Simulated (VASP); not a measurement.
# Se (P3_121) in VASP: further runs, part 2 of 2

VASP 6.6.1. Earlier steps stand in the parts before.

## Step 3: Single point, PBE

Contents of INCAR:

```
PREC = Accurate ; ENCUT = 520
EDIFF = 1E-6 ; ISMEAR = -1
SIGMA = 0.05 ; LREAL = F
LASPH = T ; NELM = 100
ALGO = Normal ; ISIF = 2
LWAVE = F ; LCHARG = F
GGA = PE ; NBANDS = 16
```

Contents of KPOINTS:

```
regular mesh
0
Gamma
  9 9 7
```

Contents of POSCAR:

```
Se
1.0
    4.5229547150      0.0000000000      0.0000000000
   -2.2614773575      3.9169936833      0.0000000000
    0.0000000000      0.0000000000      5.0445912088
Se
3
Direct
    0.2187341966      0.0000000000      0.3333333333
    0.0000000000      0.2187341966      0.6666666667
    0.7812658034      0.7812658034      0.0000000000
```

Potentials or basis: VASP PAW PBE potentials, release 64 (Se).

Command:

```
$ cat potpaw_PBE.64/Se/POTCAR > POTCAR
$ mpirun -np 1 vasp_std > vasp.out
```

OUTCAR:

```text
PREC = Accurate
   ENCUT = 520
   EDIFF = 1E-6
   ISMEAR = -1
   LREAL = F
   LASPH = T
   NELM = 100
   ISIF = 2
   GGA = PE

 ion  position               nearest neighbor table
   1  0.219  0.000  0.333-   3 2.40   2 2.40
   2  0.000  0.219  0.667-   3 2.40   1 2.40
   3  0.781  0.781  0.000-   2 2.40   1 2.40

  LATTYP: Found a hexagonal cell.
 ALAT       =     4.5229547150
 C/A-ratio  =     1.1153309124

  Lattice vectors:
[... 650 lines left out ...]

  FORCE on cell =-STRESS in cart. coord.  units (eV):
  Direction    XX          YY          ZZ          XY          YZ          ZX
  --------------------------------------------------------------------------------------
  -------------------------------------------------------------------------------------
  Total        0.0491225      0.0491225      0.0728115     -0.0000000      0.0000000     -0.0000000
  in kB        0.8806230      0.8806230      1.3052983     -0.0000000      0.0000000     -0.0000000
  external PRESSURE =       1.0221814 kB  Pullay stress =       0.0000000 kB

 VOLUME and BASIS-vectors are now :
 -----------------------------------------------------------------------------
  energy-cutoff  :      520.00
  volume of cell :       89.37
      direct lattice vectors                 reciprocal lattice vectors
     4.522954715  0.000000000  0.000000000     0.221094409  0.127648917  0.000000000
    -2.261477358  3.916993683  0.000000000     0.000000000  0.255297833  0.000000000
     0.000000000  0.000000000  5.044591209     0.000000000  0.000000000  0.198232118

 POSITION                                       TOTAL-FORCE (eV/Angst)
 -----------------------------------------------------------------------------------
      0.98932      0.00000      1.68153         0.027198     -0.000000     -0.000000
     -0.49466      0.85678      3.36306        -0.013599      0.023554      0.000000
      1.76681      3.06021      0.00000        -0.013599     -0.023554      0.000000
 -----------------------------------------------------------------------------------
    total drift:                                0.000000      0.000001     -0.000000

  FREE ENERGIE OF THE ION-ELECTRON SYSTEM (eV)
  ---------------------------------------------------
  free  energy   TOTEN  =       -10.5108820350 eV

  energy  without entropy=      -10.5108817990  energy(sigma->0) =      -10.51088192
```

OSZICAR:

```text
N       E                     dE             d eps       ncg     rms          rms(c)
DAV:   1     0.837442853357E+02    0.83744E+02   -0.71023E+03  2208   0.925E+02
DAV:   2    -0.485772169862E+01   -0.88602E+02   -0.84281E+02  2888   0.153E+02
DAV:   3    -0.105541931771E+02   -0.56965E+01   -0.56742E+01  2712   0.444E+01
DAV:   4    -0.105977074033E+02   -0.43514E-01   -0.43506E-01  2904   0.460E+00
DAV:   5    -0.105980367112E+02   -0.32931E-03   -0.32930E-03  2840   0.398E-01    0.646E+00
DAV:   6    -0.105337585344E+02    0.64278E-01   -0.37517E-02  2728   0.120E+00    0.399E+00
DAV:   7    -0.105112673183E+02    0.22491E-01   -0.76880E-02  2680   0.169E+00    0.201E-01
DAV:   8    -0.105106994361E+02    0.56788E-03   -0.90307E-03  2480   0.570E-01    0.975E-02
DAV:   9    -0.105108319374E+02   -0.13250E-03   -0.28519E-04  3112   0.110E-01    0.318E-02
DAV:  10    -0.105108786570E+02   -0.46720E-04   -0.59845E-05  2592   0.510E-02    0.769E-03
DAV:  11    -0.105108821324E+02   -0.34754E-05   -0.89422E-06  3064   0.174E-02    0.389E-03
DAV:  12    -0.105108820350E+02    0.97366E-07   -0.18071E-06  2096   0.857E-03
   1 F= -.10510882E+02 E0= -.10510882E+02  d E =-.236007E-06
```

stdout:

```text
POSCAR found type information on POSCAR Se
 POSCAR found :  1 types and       3 ions
 scaLAPACK will be used
 LDA part: xc-table for (Slater+PW92), standard interpolation
 POSCAR, INCAR and KPOINTS ok, starting setup
 FFT: planning ... GRIDC
 FFT: planning ... GRID_SOFT
 FFT: planning ... GRID
 WAVECAR not read
 entering main loop
```

Run time: 75 s. Hardware: 1 thread of AMD EPYC 7R13 (Zen 3), shared host; peak memory 0.22 GiB.

Results:

```yaml
Free_energy: -10.5109 eV
Pressure: 0.1 GPa
Largest_force: 0.027 eV/Å
Band_gap_on_the_k_mesh: 1.22 eV, indirect (least direct gap 1.31 eV)
```

Forces on the atoms (eV/Å):
```
Se   0.027  0.000  0.000
Se  -0.014  0.024  0.000
Se  -0.014 -0.024  0.000
```

Levels at points of the mesh, in eV from the valence-band top:
```
           k point  band 7  band 8  band 9  band 10  band 11  band 12
(0.00, 0.00, 0.00)   -1.82   -1.82   -0.28     1.96     1.96     2.33
```

Caveat: an odd mesh through Γ misses points on the zone boundary, where band edges often lie.
